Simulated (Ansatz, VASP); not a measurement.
# BN in two plane-wave programs, part 2 of 2

One calculation is typed for both programs; each brings its own data sets and cutoff. How far apart do they land? The cell is taken from a series of VASP runs on this material, whose earlier steps may have relaxed, scaled or displaced it; both programs get it as it stands.

VASP 6.6.1 and Ansatz 0.2.0.

So far. Step 3 (VASP: band structure, r2SCAN): The run ends at a pressure of 0.03 GPa.

### Step 5. VASP: single point, r2SCAN

Level of this step: r2SCAN; plane waves and PAW (B, N) (VASP).

A single point gives forces, pressure and levels at one fixed geometry, so differences don't come from the geometry; what else differs is listed under the comparison.

File INCAR:

```
SYSTEM = BN
PREC = Accurate
ENCUT = 520
EDIFF = 1E-06
NELM = 100
ISMEAR = 0
SIGMA = 0.05
LREAL = .FALSE.
ALGO = Normal
METAGGA = R2SCAN
LASPH = .TRUE.
NBANDS = 40
LORBIT = 11
LWAVE = .FALSE.
LCHARG = .FALSE.
KPAR = 4
LOPTICS = .TRUE.
NEDOS = 1500
CSHIFT = 0.1
```

File POSCAR:

```
BN
1.0
    2.5025513874      0.0000000000      0.0000000000
   -1.2512756937      2.1672730759      0.0000000000
    0.0000000000      0.0000000000      6.7941535949
B N
2 2
Direct
    0.3333333333      0.6666666667      0.2500000000
    0.6666666667      0.3333333333      0.7500000000
    0.3333333333      0.6666666667      0.7500000000
    0.6666666667      0.3333333333      0.2500000000
```

File KPOINTS:

```
Automatic mesh
0
Gamma
13 13 4
0 0 0
```

The projector-augmented-wave data sets are B and N (PBE family, release 64).

The run is started by

```
$ mpirun -np 4 vasp_std
```

Numbers of over 12 decimals in the logs are rounded to 6 here.

The program printed:

```text
[banner, memory and clock lines left out]
running    4 mpi-ranks, on    1 nodes
[...]
[... a notice as in an earlier step ...]

 LDA part: xc-table for (None), standard interpolation
 POSCAR, INCAR and KPOINTS ok, starting setup
[...]
entering main loop
       N       E                     dE             d eps       ncg     rms          rms(c)
DAV:   1     0.491150065089E+02    0.49115E+02   -0.63729E+03  5048   0.379E+02
DAV:   2    -0.443204838407E+02   -0.93435E+02   -0.88179E+02  6192   0.135E+02
DAV:   3    -0.467037338693E+02   -0.23833E+01   -0.23609E+01  6184   0.183E+01
DAV:   4    -0.467103374399E+02   -0.66036E-02   -0.66032E-02  5744   0.994E-01
[...]
DAV:  11    -0.385958327256E+02   -0.13553E-03   -0.13527E-04  5912   0.533E-02    0.169E-02
DAV:  12    -0.385958424449E+02   -0.97193E-05   -0.69480E-06  6000   0.112E-02    0.675E-03
DAV:  13    -0.385958428046E+02   -0.35969E-06   -0.63830E-07  5848   0.372E-03
   1 F= -.38595843E+02 E0= -.38595843E+02  d E =-.997603E-11
 optical routines
 imaginary and real dielectric function
 direction            1
 direction            2
 direction            3
```

OUTCAR, selected parts (step 5):

```text
  Total        0.0032399      0.0032399      0.0091585      0.0000000     -0.0000000      0.0000000
  in kB        0.1408662      0.1408662      0.3982033      0.0000000     -0.0000000      0.0000000
  external PRESSURE =       0.2266452 kB  Pullay stress =       0.0000000 kB

 POSITION                                       TOTAL-FORCE (eV/Angst)
 -----------------------------------------------------------------------------------
     -0.00000      1.44485      1.69854        -0.000000      0.000000      0.000000
      1.25128      0.72242      5.09562         0.000000     -0.000000      0.000000
     -0.00000      1.44485      5.09562         0.000000     -0.000000      0.000000
      1.25128      0.72242      1.69854        -0.000000      0.000000      0.000000
 -----------------------------------------------------------------------------------
    total drift:                               -0.000000      0.000000      0.000000

  FREE ENERGIE OF THE ION-ELECTRON SYSTEM (eV)
  ---------------------------------------------------
  free  energy   TOTEN  =       -38.5958428046 eV

  energy  without entropy=      -38.5958428046  energy(sigma->0) =      -38.59584280

[... 1 part as in an earlier step ...]

[... 2 further parts left out ...]
[key lines of the parts left out:]
E-fermi :   2.0822
```

### Step 6. Ansatz: single point, r2SCAN

The same cell, functional, mesh and smearing now go to Ansatz, which takes its cutoff from its data sets.

The cell is taken from a series of VASP runs on this material, whose earlier steps may have relaxed, scaled or displaced it; both programs get it as it stands.

File input.yaml:

```yaml
crystal:
  lattice:
    - [2.5025513874, 0.0, 0.0]
    - [-1.2512756937, 2.1672730759, 0.0]
    - [0.0, 0.0, 6.7941535949]
  atoms:
    - { symbol: B, position: [0.3333333333, 0.6666666667, 0.25] }
    - { symbol: B, position: [0.6666666667, 0.3333333333, 0.75] }
    - { symbol: "N", position: [0.3333333333, 0.6666666667, 0.75] }
    - { symbol: "N", position: [0.6666666667, 0.3333333333, 0.25] }
hamiltonian:
  xc: r2scan
  pseudopotentials: { kind: paw }
kpoints:
  mp_grid: { grid: [13, 13, 4] }
scf:
  occupations: { method: gaussian, width: 0.05 }
  n_extra_bands: 5
output:
  forces: true
  stress: true
  eigenvalues: true
```

The run is started by

```
$ ansatz run input.yaml --threads 2 --pin off --max-ram 4608MiB --backend cpu --events-out ev --progress --plain --runs-dir out
```

The program printed:

```text
[...]
Crystal: 4 atoms, lattice volume = 36.850 Å³
Basis set: ecut = 500 eV, 955 PW (Γ), exchange–correlation on 80×80×200 points (64 copies of the dense FFT grid, shifted against one another)
Bands: 13, of which v1, the nominal top of the filled ones, is band 8 counted from 1 (7 counted from 0)
Symmetry: 24 space group operations
[...]
k-points: 63 of 676
[...]
k-point 0: bands = [... 4 lower, 2.8988, 2.8988, 2.9295, 2.9295, 9.7190, 15.0089, 16.6426, 16.6426, ... 1 higher]
  k-point 1: bands = [... 4 lower, 2.9033, 2.9033, 2.9250, 2.9250, 10.4040, 13.9799, 16.6584, 16.6584, ... 1 higher]
  k-point 2: bands = [... 4 lower, 2.9142, 2.9142, 2.9142, 2.9142, 12.0783, 12.0783, 16.6969, 16.6969, ... 1 higher]
  k-point 62: bands = [... 4 lower, -2.9820, -2.9820, 4.1379, 4.1379, 9.6320, 9.6320, 16.8718, 16.8718, ... 1 higher]
[key lines of the parts left out:]
SCF converged after 7 iterations
Free energy (F): -1088.248698 eV
Fermi energy:    6.733069 eV
P = ⅓ Tr σ = -0.3739 GPa (-3.739 kbar)
```

It took 4.3 s on 2 threads of Arm Neoverse N1, shared host; peak memory 0.37 GiB; 8 s of CPU time.

The run ends at a pressure of -0.37 GPa.

### Step 7. Comparison

Both answers:

| quantity | Ansatz | VASP | difference |
| --- | --- | --- | --- |
| pressure (GPa) | -0.37 | 0.02 | -0.40 |
| gap on the k mesh (eV) | 4.895 | 4.937 | -0.041 |

A gap on the mesh is an upper bound, since the band edges may lie between its points.

### Step 8. Summary of results

| Property | Result |
| --- | --- |
| difference in gap over the path points (band structure, r2SCAN) | -0.039 eV |
| difference in gap on the k mesh (single point, r2SCAN) | -0.041 eV |

What this shows: The difference in gap on the k mesh is -0.041 eV (single point, r2SCAN), within the 0.08 eV picked in this series as the mark of a large difference. Such differences can come from data sets, numerical settings and the points named under the comparisons, not from the functional's error against experiment.

[Lines on the potential files, build, host, timing and source positions are cut from VASP's logs without a mark.]

[Logs are printed without paths, hosts, clocks, repeated set-up lines and the standing remarks that a program may print on its own settings, such as how far it seeks lower states.]

[Hosts, paths, dates, database ids (printed as entryN), source tags and the programs' standing remarks are cut or masked in the printed files.]
